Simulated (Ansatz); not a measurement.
Au: moving Au off its site

Au, Fm-3m, a = 4.091 Å (as given, not relaxed at this level: 7.9 GPa). Ansatz: PBE, PAW, 420 eV, Γ-centred 10×10×10 mesh on 8 atoms, Gaussian smearing 0.15 eV; no spin polarisation.

```
Au
1.0
    -4.09100   -4.09100    0.00000
     0.00000   -4.09100    4.09100
    -4.09100    0.00000    4.09100
Au
8
Direct
  0.50000 0.00000 0.00000
  0.00000 0.00000 0.00000
  0.50000 0.50000 0.00000
  0.00000 0.50000 0.00000
  0.50000 0.00000 0.50000
  0.00000 0.00000 0.50000
  0.50000 0.50000 0.50000
  0.00000 0.50000 0.50000
```

Atom 1 (Au) moves by x along the unit vector (0.707, 0.707, 0.000), with its periodic images; all else is held. y is the free energy of the cell over the start, F the force along the path summed over the moved atoms. Symmetry makes y even in x.

```
 x (Å) y (meV) F (eV/Å)
-0.200        ?         ?
-0.100     38.0      0.77
 0.000      0.0      0.00
 0.025      2.4     -0.19
 0.050      9.4     -0.38
 0.075     21.3     -0.57
 0.125     59.7     -0.97
 0.150     86.5     -1.18
 0.175    118.6     -1.40
```

**Question.** Fit y = c2 x² + c4 x⁴ to the energies of the other rows, give the force constant, and predict energy and force of the missing row.

**Answer.** Least squares on the rows shown. y = 3765.8 x² + 3493.2 x⁴. The force constant is 2 c2 = 7.53 eV/Å², for the cell as given, at 7.9 GPa (for all images moving together, not for a lone atom). The force −dy/dx at the missing row is 1.62 eV/Å (computed 1.62). At x = -0.200 the fit asked for gives 156.2 meV. The run gave 156.4 meV, so the fit is 0.2 meV too low, a small miss on the scale of the series.

Spin–orbit coupling is left out, which can shift energies with elements as heavy as these.